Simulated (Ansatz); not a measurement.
# MnO: one cell, many SCF starts, part 2 of 2

Wanted: the lowest electronic state of MnO in this cell. One SCF may end in a higher state, so several starts are tried. We look at MnO: its deposited structure (space group Fm-3m, primitive cell doubled), with 4 atoms per cell. Source: COD entry 1514111, which need not be the ambient phase.

Ansatz 0.2.0; DFT r2SCAN, PAW, plane waves, scalar-relativistic. The steps go on from the part before.

## 5. Spin on, no moments given (the program may seed its own), plain SCF

File input.yaml:

```yaml
crystal:
  lattice:
    - [0.0, 4.444, 4.444]
    - [2.222, 0.0, 2.222]
    - [2.222, 2.222, 0.0]
  atoms:
    - { symbol: Mn, position: [0.0, 0.0, 0.0] }
    - { symbol: Mn, position: [0.5, 0.0, 0.0] }
    - { symbol: O, position: [0.25, 0.5, 0.5] }
    - { symbol: O, position: [0.75, 0.5, 0.5] }
hamiltonian:
  xc: r2scan
  pseudopotentials: { kind: paw }
basis:
  ecutwfc: 500
kpoints:
  mp_grid: { grid: [4, 8, 8] }
scf:
  occupations: { method: gaussian, width: 0.1 }
  lower_state_search: "off"
output:
  forces: true
  stress: true
magnetization:
  spin_polarized: true
```

Output, shortened:

```text
band count auto-derived: 30 (N_el = 42.0; filled up to band 21; 26 by the electrons, moments and atoms)
[... 12 lines as in an earlier run ...]
Bands: 30, of which v1, the nominal top of the filled ones, is band 21 counted from 1 (20 counted from 0)
[... 13 lines as in an earlier run ...]
SCF iter   1: F=-8867.838830 eV  HF=-8946.792542 eV  |F-HF|=7.90e1  |Δ(HF+E_count)|=         —  Δρ=2.23e-1 (↑2.23e-1 ↓2.23e-1)  dr2=8.64e1  dr2_τ=5.42e-1  dr2_m=0.00e0  M=0.000 μB ∫|m|=0.000 μB  β_m=0.30  ethr=3.10e-3  ⟨swp⟩=4.6  Hψ=3720  notcnv=0
[...]
[... 1 line as in an earlier run ...]
[...]
SCF iter  12: F=-8947.228616 eV  HF=-8947.228616 eV  |F-HF|=3.58e-8  |Δ(HF+E_count)|=   8.30e-7  Δρ=7.60e-6 (↑4.33e-6 ↓7.60e-6)  dr2=2.78e-8  dr2_τ=8.22e-10  dr2_m=7.12e-9  M=9.996 μB ∫|m|=9.996 μB  ethr=2.38e-10  ⟨swp⟩=4.0  Hψ=6284  notcnv=0
[...]
SCF converged after 12 iterations
Magnetization: 9.9961 μB (25.9980 up, 16.0020 down)
Absolute magnetization: 9.9961 μB (∫|ρ↑−ρ↓|, with the PAW one-centre terms)
Spin contamination: 0.0093 ħ² per cell (⟨S²⟩ above its minimum at these occupations)
Per-site moments (μB) at R_I (Å): [(4.262338061452316, 0.916575), (4.262338061452316, 0.916575), (0.2594762240061609, 0.916575), (0.2594762240061609, 0.916575)]
Free energy (F): -8947.228616 eV
[...]
E sigma→0 (E₀):  -8947.228077 eV
Entropy (-TS):   -0.001077 eV (-0.269 meV/atom)
Fermi energy:    13.280591 eV
[... 28 lines left out: energy terms, forces, stress ...]
```

It took 8.5 s on 2 threads of an Arm CPU, shared host; peak memory 0.5 GiB.

Nothing new: the 12 iterations lead to the state found in step 2 (ferromagnetic).

## 6. Parallel moments scaled by 0.03, plain SCF

Changes to input.yaml since step 5:

```diff
@@ -6,6 +6,8 @@
   atoms:
-    - { symbol: Mn, position: [0.0, 0.0, 0.0] }
-    - { symbol: Mn, position: [0.5, 0.0, 0.0] }
+    - { symbol: Mn, position: [0.0, 0.0, 0.0], spin: 0.14 }
+    - { symbol: Mn, position: [0.5, 0.0, 0.0], spin: 0.14 }
     - { symbol: O, position: [0.25, 0.5, 0.5] }
     - { symbol: O, position: [0.75, 0.5, 0.5] }
+magnetization:
+  spin_polarized: true
 hamiltonian:
@@ -23,3 +25 @@
   stress: true
-magnetization:
-  spin_polarized: true
```

Output, shortened:

```text
[... 12 lines as in an earlier run ...]
Bands: 26, of which v1, the nominal top of the filled ones, is band 21 counted from 1 (20 counted from 0)
[... 12 lines as in an earlier run ...]
Starting moments: Σ|m| = 0.28 μB on 2 of 4 sites
[... 2 lines as in an earlier run ...]
SCF iter   1: F=-8868.114275 eV  HF=-8946.805221 eV  |F-HF|=7.87e1  |Δ(HF+E_count)|=         —  Δρ=2.34e-1 (↑2.34e-1 ↓2.12e-1)  dr2=8.61e1  dr2_τ=5.41e-1  dr2_m=9.33e-2  M=0.666 μB ∫|m|=0.666 μB  β_m=1.00  ethr=3.10e-3  ⟨swp⟩=3.9  Hψ=6408  notcnv=0
[...]
[... 1 line as in an earlier run ...]
[...]
spin-set hold released at iteration 11 (site moments contracting): the magnetisation degrees of freedom join the quasi-Newton model from the next iteration; the mixer history was flushed
[...]
SCF iter  24: F=-8947.228616 eV  HF=-8947.228616 eV  |F-HF|=2.18e-8  |Δ(HF+E_count)|=   1.69e-7  Δρ=3.29e-6 (↑3.29e-6 ↓2.76e-6)  dr2=3.74e-9  dr2_τ=1.23e-10  dr2_m=8.07e-11  M=9.996 μB ∫|m|=9.996 μB  ethr=1.40e-10  ⟨swp⟩=3.9  Hψ=6254  notcnv=0
[...]
[... 1 line as in an earlier run ...]
SCF converged after 24 iterations
Magnetization: 9.9961 μB (25.9980 up, 16.0020 down)
Absolute magnetization: 9.9961 μB (∫|ρ↑−ρ↓|, with the PAW one-centre terms)
Spin contamination: 0.0093 ħ² per cell (⟨S²⟩ above its minimum at these occupations)
Per-site moments (μB) at R_I (Å): [(4.262337333334793, 0.916575), (4.262337333334793, 0.916575), (0.2594540916501268, 0.916575), (0.2594540916501268, 0.916575)]
Free energy (F): -8947.228616 eV
[...]
E sigma→0 (E₀):  -8947.228077 eV
Entropy (-TS):   -0.001078 eV (-0.269 meV/atom)
Fermi energy:    13.280673 eV
[... 28 lines left out: energy terms, forces, stress ...]
```

It took 17 s on 2 threads of an Arm CPU, shared host; peak memory 0.51 GiB.

This is the state of step 2 again (ferromagnetic), after 24 iterations.

## 7. Moments +- scaled by 0.4, plain SCF

Changes to input.yaml since step 6:

```diff
@@ -6,4 +6,4 @@
   atoms:
-    - { symbol: Mn, position: [0.0, 0.0, 0.0], spin: 0.14 }
-    - { symbol: Mn, position: [0.5, 0.0, 0.0], spin: 0.14 }
+    - { symbol: Mn, position: [0.0, 0.0, 0.0], spin: 1.8 }
+    - { symbol: Mn, position: [0.5, 0.0, 0.0], spin: -1.8 }
     - { symbol: O, position: [0.25, 0.5, 0.5] }
```

Output, shortened:

```text
[... 12 lines as in an earlier run ...]
Bands: 28, of which v1, the nominal top of the filled ones, is band 21 counted from 1 (20 counted from 0)
[... 12 lines as in an earlier run ...]
Starting moments: Σ|m| = 3.6 μB on 2 of 4 sites
Starting magnetic order: antiferromagnet; a translation exchanges its spin sublattices: spin-degenerate at every k-point
[... 3 lines as in an earlier run ...]
SCF iter   1: F=-8895.609815 eV  HF=-8947.623783 eV  |F-HF|=5.20e1  |Δ(HF+E_count)|=         —  Δρ=1.99e-1 (↑1.99e-1 ↓1.99e-1)  dr2=5.76e1  dr2_τ=3.37e-1  dr2_m=2.32e0  M=0.000 μB ∫|m|=4.986 μB  β_m=1.00  ethr=3.10e-3  ⟨swp⟩=3.9  Hψ=3429  notcnv=0
[...]
[... 1 line as in an earlier run ...]
[...]
spin-set hold released at iteration 4 (site moments contracting): the magnetisation degrees of freedom join the quasi-Newton model from the next iteration; the mixer history was flushed
[...]
SCF iter  16: F=-8947.442091 eV  HF=-8947.442091 eV  |F-HF|=1.25e-7  |Δ(HF+E_count)|=   2.00e-6  Δρ=1.47e-6 (↑1.47e-6 ↓1.47e-6)  dr2=1.54e-9  dr2_τ=1.35e-10  dr2_m=4.10e-10  M=0.000 μB ∫|m|=9.308 μB  ethr=6.72e-11  ⟨swp⟩=4.0  Hψ=3280  notcnv=0
[...]
[... 1 line as in an earlier run ...]
SCF converged after 16 iterations
Magnetization: 0.0000 μB (21.0000 up, 21.0000 down)
Absolute magnetization: 9.3086 μB (∫|ρ↑−ρ↓|, with the PAW one-centre terms)
Spin contamination: 4.8575 ħ² per cell (⟨S²⟩ above its minimum at these occupations)
Per-site moments (μB) at R_I (Å): [(4.19714388830651, 0.916575), (-4.19714388830651, 0.916575), (2.7217672149693984e-17, 0.916575), (-2.32148355435513e-17, 0.916575)]
Free energy (F): -8947.442091 eV
[...]
E sigma→0 (E₀):  -8947.442091 eV
Fermi energy:    13.041193 eV
[... 28 lines left out: energy terms, forces, stress ...]
```

It took 8.4 s on 2 threads of an Arm CPU, shared host; peak memory 0.49 GiB.

The run ends in the same state as step 3 (antiferromagnetic); it took 16 iterations.

## 8. A moment on one site alone, plain SCF

Changes to input.yaml since step 7:

```diff
@@ -6,4 +6,4 @@
   atoms:
-    - { symbol: Mn, position: [0.0, 0.0, 0.0], spin: 1.8 }
-    - { symbol: Mn, position: [0.5, 0.0, 0.0], spin: -1.8 }
+    - { symbol: Mn, position: [0.0, 0.0, 0.0], spin: 4.5 }
+    - { symbol: Mn, position: [0.5, 0.0, 0.0] }
     - { symbol: O, position: [0.25, 0.5, 0.5] }
```

Output, shortened:

```text
[... 15 lines as in an earlier run ...]
Magnetic group: BNS 166.97 (UNI 1327), of the structure as read, at distance tolerance 3.5e-5 Å
[... 9 lines as in an earlier run ...]
Starting moments: Σ|m| = 4.5 μB on 1 of 4 sites
[... 2 lines as in an earlier run ...]
SCF iter   1: F=-8881.023856 eV  HF=-8949.119306 eV  |F-HF|=6.81e1  |Δ(HF+E_count)|=         —  Δρ=2.12e-1 (↑2.12e-1 ↓1.86e-1)  dr2=7.40e1  dr2_τ=3.32e-1  dr2_m=2.10e-1  M=4.229 μB ∫|m|=4.629 μB  β_m=0.30  ethr=3.10e-3  ⟨swp⟩=3.9  Hψ=6705  notcnv=0
[...]
[... 1 line as in an earlier run ...]
[...]
spin-set hold released at iteration 5 (the charge has settled, or the pull on large starting moments outlasts its swing): the magnetisation degrees of freedom join the quasi-Newton model from the next iteration; the mixer history was flushed
[...]
SCF iter  42: F=-8947.228616 eV  HF=-8947.228616 eV  |F-HF|=1.63e-8  |Δ(HF+E_count)|=    0.00e0  Δρ=1.11e-5 (↑1.11e-5 ↓7.88e-6)  dr2=2.81e-8  dr2_τ=3.34e-9  dr2_m=2.79e-8  M=9.996 μB ∫|m|=9.996 μB  ethr=6.68e-11  ⟨swp⟩=3.0  Hψ=7885  notcnv=0
[...]
SCF converged after 42 iterations
Magnetization: 9.9961 μB (25.9980 up, 16.0020 down)
Absolute magnetization: 9.9961 μB (∫|ρ↑−ρ↓|, with the PAW one-centre terms)
Spin contamination: 0.0093 ħ² per cell (⟨S²⟩ above its minimum at these occupations)
Per-site moments (μB) at R_I (Å): [(4.262340786743233, 0.916575), (4.262356266591986, 0.916575), (0.2594126750720671, 0.916575), (0.2594126750720672, 0.916575)]
Free energy (F): -8947.228616 eV
[...]
E sigma→0 (E₀):  -8947.228077 eV
Entropy (-TS):   -0.001078 eV (-0.269 meV/atom)
Fermi energy:    13.280741 eV
[... 33 lines left out: energy terms, forces, stress, bands ...]
```

Run time: 59 s. Hardware: 2 threads of an Arm CPU, shared host; peak memory 0.63 GiB.

The run ends in the same state as step 2 (ferromagnetic); it took 42 iterations.

## 9. Parallel moments, Broyden mixing, no switch to direct minimisation

Changes to input.yaml since step 8:

```diff
@@ -7,3 +7,3 @@
     - { symbol: Mn, position: [0.0, 0.0, 0.0], spin: 4.5 }
-    - { symbol: Mn, position: [0.5, 0.0, 0.0] }
+    - { symbol: Mn, position: [0.5, 0.0, 0.0], spin: 4.5 }
     - { symbol: O, position: [0.25, 0.5, 0.5] }
@@ -22,2 +22,4 @@
   lower_state_search: "off"
+  algorithm: density_mixing
+  mixing: { algorithm: broyden, beta: 0.3 }
 output:
```

Output, shortened:

```text
[... 25 lines as in an earlier run ...]
Starting moments: Σ|m| = 9 μB on 2 of 4 sites
[... 2 lines as in an earlier run ...]
SCF iter   1: F=-8935.198376 eV  HF=-8949.926438 eV  |F-HF|=1.47e1  |Δ(HF+E_count)|=         —  Δρ=1.26e-1 (↑1.26e-1 ↓9.58e-2)  dr2=1.66e1  dr2_τ=5.99e-2  dr2_m=5.41e-1  M=9.202 μB ∫|m|=9.202 μB  β_m=0.30  ethr=3.10e-3  ⟨swp⟩=4.6  Hψ=7616  notcnv=0
[...]
[... 1 line as in an earlier run ...]
[...]
[... 1 line as in an earlier run ...]
[...]
SCF iter  16: F=-8947.228616 eV  HF=-8947.228616 eV  |F-HF|=5.83e-8  |Δ(HF+E_count)|=   1.46e-7  Δρ=1.16e-6 (↑1.16e-6 ↓1.13e-6)  dr2=3.04e-10  dr2_τ=6.29e-11  dr2_m=5.45e-11  M=9.996 μB ∫|m|=9.996 μB  ethr=1.59e-11  ⟨swp⟩=3.6  Hψ=5449  notcnv=0
[...]
[... 1 line as in an earlier run ...]
SCF converged after 16 iterations
Magnetization: 9.9961 μB (25.9980 up, 16.0020 down)
Absolute magnetization: 9.9961 μB (∫|ρ↑−ρ↓|, with the PAW one-centre terms)
Spin contamination: 0.0093 ħ² per cell (⟨S²⟩ above its minimum at these occupations)
Per-site moments (μB) at R_I (Å): [(4.262327293025538, 0.916575), (4.262327293025538, 0.916575), (0.25944625113382686, 0.916575), (0.25944625113382686, 0.916575)]
Free energy (F): -8947.228616 eV
[...]
E sigma→0 (E₀):  -8947.228077 eV
Entropy (-TS):   -0.001078 eV (-0.270 meV/atom)
Fermi energy:    13.280777 eV
[... 28 lines left out: energy terms, forces, stress ...]
```

Wall time 12 s (2 threads of an Arm CPU, shared host); peak memory 0.5 GiB.

Nothing new: the 16 iterations lead to the state found in step 2 (ferromagnetic).

## 10. The runs side by side

| step | iterations | state | moments of Mn1 Mn2 O3 O4 (μB) | total (μB) | gap (eV) | pressure (GPa) | above lowest (meV/atom) |
| --- | --- | --- | --- | --- | --- | --- | --- |
| 2 | 16 | 2 | 4.26 4.26 0.26 0.26 | 10.00 | none | 0.7 | 53.4 |
| 3 | 10 | 1 | 4.20 -4.20 0.00 0.00 | 0.00 | 1.66 | -3.0 | 0.0 |
| 4 | 9 | 3 | 0.00 0.00 0.00 0.00 | 0.00 | none | -37.0 | 1670 |
| 5 | 12 | 2 | 4.26 4.26 0.26 0.26 | 10.00 | none | 0.7 | 53.4 |
| 6 | 24 | 2 | 4.26 4.26 0.26 0.26 | 10.00 | none | 0.7 | 53.4 |
| 7 | 16 | 1 | 4.20 -4.20 0.00 0.00 | 0.00 | 1.66 | -3.0 | 0.0 |
| 8 | 42 | 2 | 4.26 4.26 0.26 0.26 | 10.00 | none | 0.7 | 53.4 |
| 9 | 16 | 2 | 4.26 4.26 0.26 0.26 | 10.00 | none | 0.7 | 53.4 |

States are numbered from the lowest. Starts by step: 2 parallel moments, plain SCF; 3 opposed moments +-, plain SCF; 4 no spin polarisation; 5 spin on, no moments given (the program may seed its own), plain SCF; 6 parallel moments scaled by 0.03, plain SCF; 7 moments +- scaled by 0.4, plain SCF; 8 a moment on one site alone, plain SCF; 9 parallel moments, Broyden mixing, no switch to direct minimisation.

The 8 runs of this session took 2.1 min in all, from 4 s to 59 s each.

Decimal logarithm of the largest residual (eV) by iteration, counted through all cycles of a run (7 of the 8 runs):

| iteration | step 2 | step 3 | step 4 | step 5 | step 6 | step 7 | step 8 |
| --- | --- | --- | --- | --- | --- | --- | --- |
| 1 | 1.2 | 1.2 | -0.6 | 1.9 | 1.9 | 1.8 | 1.9 |
| 2 | 0.3 | 0.3 | -1.2 | 0.5 | 0.5 | 0.9 | 1.8 |
| 3 | 0.0 | -0.7 | -1.3 | 1.6 | 0.0 | -0.1 | 0.0 |
| 4 | -0.4 | -1.1 | -3.2 | 0.4 | -0.3 | -0.4 | 0.1 |
| 5 | -1.1 | -2.3 | -3.1 | -0.1 | 0.0 | -1.3 | -0.1 |
| 8 | -3.4 | -5.3 | -5.9 | -3.4 | -0.2 | -2.8 | -2.2 |
| 12 | -5.6 | - | - | -7.6 | -0.2 | -5.4 | -1.6 |
| 16 | -9.5 | - | - | - | -2.8 | -8.8 | -1.0 |
| 20 | - | - | - | - | -5.4 | - | -1.5 |
| 23 | - | - | - | - | -7.2 | - | -1.1 |
| 27 | - | - | - | - | - | - | -1.0 |
| 31 | - | - | - | - | - | - | -1.7 |
| 35 | - | - | - | - | - | - | -1.8 |
| 38 | - | - | - | - | - | - | -2.2 |
| 42 | - | - | - | - | - | - | -7.6 |

## 11. Outcome

The summary covers parts 1 to 2.

```
                      quantity                                                      value
               distinct states                                    3 from 8 converged runs
lowest state from plain starts                                          antiferromagnetic
                   its moments                                     Mn1 4.20, Mn2 -4.20 μB
                  total moment                                           0.00 μB per cell
             gap on the k-mesh                                                    1.66 eV
                      pressure                                                   -3.0 GPa
                 largest force                                                 0.000 eV/Å
                    next state                        ferromagnetic, 53.4 meV/atom higher
                 highest state  non-magnetic (no spin polarisation), 1670 meV/atom higher
```

What this shows: 8 runs converged, to 3 different states. Switching spin polarisation off costs 1670 meV/atom in free energy, smearing entropy included. The best ferromagnetic state lies 53.4 meV/atom above the best antiferromagnetic one. These are lowest states among those tried, not proven ground states.
